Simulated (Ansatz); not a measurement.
AlGa3As4, ordered on the zincblende lattice (R3m) with 8 atoms a cell at its r2SCAN geometry, run in Ansatz 0.2.0 at 2 levels of theory. Note: simulated data, non-magnetic, for a generated structure that need not be the stable one.

The r2SCAN input:
```yaml
crystal:
  lattice:
    - [2.0056007636, 1.1579341407, 13.0835924516]
    - [-2.0056007636, 1.1579341407, 13.0835924516]
    - [0.0, -2.3158682815, 13.0835924515]
  atoms:
    - { symbol: Al, position: [0.9998445217, -0.0001554783, -0.0001554783] }
    - { symbol: Ga, position: [0.249943306, 0.249943306, 0.249943306] }
    - { symbol: Ga, position: [0.4999721178, 0.4999721178, 0.4999721178] }
    - { symbol: Ga, position: [0.7501214534, 0.7501214534, 0.7501214534] }
    - { symbol: As, position: [0.3125856464, 0.3125856464, 0.3125856464] }
    - { symbol: As, position: [0.5624703437, 0.5624703437, 0.5624703437] }
    - { symbol: As, position: [0.8125709138, 0.8125709138, 0.8125709138] }
    - { symbol: As, position: [0.0624916972, 0.0624916972, 0.0624916972] }
kpoints:
  mp_grid: { grid: [8, 8, 8] }
  band_path:
    path:
      - [0.0, 0.0, 0.0]
      - [-0.5, -0.5, -0.5]
      - [-0.5, -0.1718884932, -0.8281115068]
      - [-0.1718884932, 0.1718884932, -0.5]
      - [0.0, 0.0, -0.5]
      - [0.0, 0.3359442466, -0.3359442466]
      - [-0.3359442466, 0.0, -0.6640557534]
      - [-0.5, 0.0, -0.5]
    npoints: 1
hamiltonian:
  xc: r2scan
scf:
  occupations: { method: fixed }
  n_extra_bands: 6
output:
  forces: true
  stress: true
  eigenvalues: true
```

Main results, then, where recorded, the levels near the gap in eV from the Fermi energy (columns number the bands from 0), one row a point of the path (Γ, T, H₂, H₀, L, S₀, S₂, F):
```
Crystal: 8 atoms, lattice volume = 182.308 Å³
Symmetry: 6 space group operations
Space group: R3m (ITA 160)
```
```
Basis set: ecut = 500 eV, 4637 PW (Γ), FFT grids on a1−a3, a2−a3, a3
k-points: 65 of 512 (time reversal used)
SCF converged after 8 iterations
Free energy (F): -31373.499582 eV
Fermi energy:    7.407468 eV
--- Forces (eV/Å), atoms counted from 1 ---
  atom   1  Al      0.00000      0.00000      0.00104
  atom   2  Ga      0.00000      0.00000      0.00188
  atom   3  Ga      0.00000      0.00000      0.00144
  atom   4  Ga      0.00000      0.00000      0.00086
  atom   5  As      0.00000      0.00000    -0.00333
  atom   6  As      0.00000      0.00000    -0.00125
  atom   7  As      0.00000      0.00000    -0.00122
  atom   8  As      0.00000      0.00000      0.00057
--- Stress (GPa, compression-positive) ---
       -0.045170       0.000000       0.000000
        0.000000      -0.045170       0.000000
        0.000000       0.000000       0.062138
  P = ⅓ Tr σ = -0.0094 GPa (-0.094 kbar)
```
```tsv
band_46	band_47	band_48	band_49	band_50	band_51	band_52	band_53
-0.587	-0.587	-0.015	0.000	0.000	1.170	1.566	1.899
-0.944	-0.322	-0.322	-0.140	-0.140	1.561	1.705	2.019
-3.627	-2.288	-2.282	-2.029	-2.005	2.691	2.852	3.680
-3.627	-2.288	-2.282	-2.029	-2.005	2.691	2.852	3.680
-2.449	-2.158	-2.028	-1.446	-1.380	1.978	2.124	2.498
-3.584	-2.372	-2.160	-2.141	-1.928	2.603	3.044	3.347
-3.584	-2.372	-2.160	-2.141	-1.928	2.603	3.044	3.347
-2.628	-2.030	-1.974	-1.108	-1.103	1.550	1.755	2.157
```

The r2SCAN gap is direct at Γ: 1.17 eV.

HSE06. Against the first input these blocks differ (the band path and keys that only write files left aside):
```yaml
kpoints:
  mp_grid: { grid: [4, 4, 4] }
hamiltonian:
  xc: hse06
```

```
Basis set: ecut = 420 eV, 3571 PW (Γ), FFT grids on a1−a3, a2−a3, a3
k-points: 13 of 64 (time reversal used)
Exchange kernel: α = 0.2500, screened, ω = 0.2079 Å⁻¹, Wigner–Seitz truncation, v(0) = 1036.1265 eV·Å³, q-mesh 4×4×4
hybrid outer 1: dexx = +4.116e-2 eV, tail = 2.56e-4 eV
hybrid outer 2: dexx = +5.637e-6 eV, tail = 1.38e-7 eV, Δε = 2.54e-3 eV, ΔF = 4.56e-3 eV/Å
hybrid outer 3: dexx = +3.051e-9 eV, tail = 2.16e-9 eV, Δε = 7.21e-5 eV, ΔF = 2.76e-5 eV/Å
hybrid SCF converged: 3 outer / 19 inner (+6 warm-up)
Free energy (F): -31320.864967 eV
Fermi energy:    7.247253 eV
--- Forces (eV/Å), atoms counted from 1 ---
  atom   1  Al      0.00000      0.00000      0.02152
  atom   2  Ga      0.00000      0.00000      0.00099
  atom   3  Ga      0.00000      0.00000      0.00217
  atom   4  Ga      0.00000      0.00000    -0.01370
  atom   5  As      0.00000      0.00000      0.02414
  atom   6  As      0.00000      0.00000    -0.00122
  atom   7  As      0.00000      0.00000    -0.00138
  atom   8  As      0.00000      0.00000    -0.03251
--- Stress (GPa, compression-positive) ---
        0.939036       0.000000       0.000000
        0.000000       0.939036       0.000000
        0.000000       0.000000       0.094916
  P = ⅓ Tr σ = 0.6577 GPa (6.577 kbar)
```
```tsv
band_46	band_47	band_48	band_49	band_50	band_51	band_52	band_53
-0.626	-0.626	-0.018	-0.018	0.000	1.570	1.964	2.329
-1.002	-0.351	-0.351	-0.162	-0.162	1.968	2.106	2.457
-3.829	-2.398	-2.389	-2.124	-2.098	3.056	3.211	4.108
-3.829	-2.398	-2.389	-2.124	-2.098	3.056	3.211	4.108
-2.587	-2.242	-2.118	-1.526	-1.456	2.292	2.464	2.916
-3.781	-2.486	-2.256	-2.247	-2.018	2.959	3.432	3.704
-3.781	-2.486	-2.256	-2.247	-2.018	2.959	3.432	3.704
-2.762	-2.145	-2.083	-1.172	-1.145	1.922	2.045	2.507
```

With HSE06 the gap is 1.57 eV and direct, at Γ. With the atoms held, the mean pressure is +0.7 GPa (compression positive). The stress of a hybrid is loosely converged here.

Small level splittings and stresses of the hybrids carry the error of their coarser meshes.

Totals of different functionals can't be compared.

Spin-orbit coupling is left out.
